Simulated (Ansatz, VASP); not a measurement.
One calculation of Re, two programs

```
CELL_PARAMETERS angstrom
-1.58756 1.58756 1.58756
1.58756 -1.58756 1.58756
1.58756 1.58756 -1.58756
ATOMIC_POSITIONS crystal
Re 0.00000 0.00000 0.00000
```

Change from the starting cell: volume scaled by 1.06, PAW files.

Alike in both runs: task electric field gradients; functional PBE; k mesh 15 × 15 × 15; occupations fermi-dirac, width 0.05 eV; no spin polarisation.

|  | VASP | Ansatz |
| --- | --- | --- |
| version | VASP 6.6.1 | Ansatz 0.2.0 |
| potentials or method | VASP PAW PBE potentials, release 64 (Re) | PAW with Ansatz's default frozen-core files, scalar-relativistic |
| plane-wave cutoff (eV) | 520 | 420 |
| valence electrons in the cell | 7 | 15 |

Ansatz gave:

* pressure (GPa): -18.0
* Vzz of the field gradient on the site that differs most (V/Å²): 0.0

Problem. What did VASP give for the same quantities?

Solution. Pressure (GPa): -18.7; Vzz of the field gradient on the site that differs most (V/Å²): 0.0.

The two sets of potentials don't hold the same shells in valence. Ansatz warned: «gradients_without_spin_orbit».

Caveats: so large a pressure means that the cell lies far from this level's equilibrium, or that cutoff or potentials fall short (VASP). The runs have no spin-orbit coupling, so splittings on Re are missing.
